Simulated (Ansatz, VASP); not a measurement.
Given: the input of a run of Ansatz 0.2.0 on Pt.

File input.yaml:

```yaml
crystal:
  lattice:
    - [0.0, 1.9343981026, 1.9343981026]
    - [1.9343981026, 0.0, 1.9343981026]
    - [1.9343981026, 1.9343981026, 0.0]
  atoms:
    - { symbol: Pt, position: [0.0, 0.0, 0.0] }
kpoints:
  mp_grid: { grid: [12, 12, 12] }
scf:
  occupations: { method: fermi_dirac, width: 0.05 }
hamiltonian:
  xc: lda
  pseudopotentials: { kind: all_electron, lapw: { basis_error: 0.001 } }
output:
  forces: true
  stress: true
  eigenvalues: true
```

Potentials or basis: all-electron LAPW, scalar-relativistic.

Run with:

```console
$ ansatz run input.yaml --threads 1 --pin off --max-ram 3072MiB --backend cpu --events-out ev --progress --plain --runs-dir out
```

Set up the same calculation for VASP 6.6.1. Potentials there: VASP PAW LDA potentials, release 64 (Pt).

As run (the cutoff follows the program's own potentials):

INCAR

```
SYSTEM = Pt
PREC = Accurate
ENCUT = 520
EDIFF = 1E-6
ISMEAR = -1
SIGMA = 0.05
LREAL = .False.
LASPH = .True.
NELM = 80
ALGO = Normal
ISIF = 2
LWAVE = .False.
LCHARG = .False.
NBANDS = 11
```

File KPOINTS:

```
Automatic mesh
0
Gamma
  12 12 12
  0 0 0
```

Contents of POSCAR:

```
Pt
1.0
    0.0000000000      1.9343981026      1.9343981026
    1.9343981026      0.0000000000      1.9343981026
    1.9343981026      1.9343981026      0.0000000000
Pt
1
Direct
    0.0000000000      0.0000000000      0.0000000000
```

Potentials or basis: VASP PAW LDA potentials, release 64 (Pt).

The run is started by

```sh
$ cat potpaw_LDA.64/Pt/POTCAR > POTCAR
$ mpirun -np 1 vasp_std > vasp.out
```

Both were run:

|  | VASP | Ansatz | Ansatz less VASP |
| --- | --- | --- | --- |
| gap on the k mesh at the Fermi level (eV) | none | none | - |
| pressure (GPa) | 7.3 | 6.4 | -0.87 |

A gap of «none» marks a metal or a gap that the smearing closes. Ansatz ran all-electron here, so the differences hold the error of VASP's frozen core and of both bases.

Spin-orbit coupling is left out, which matters for the levels of Pt.
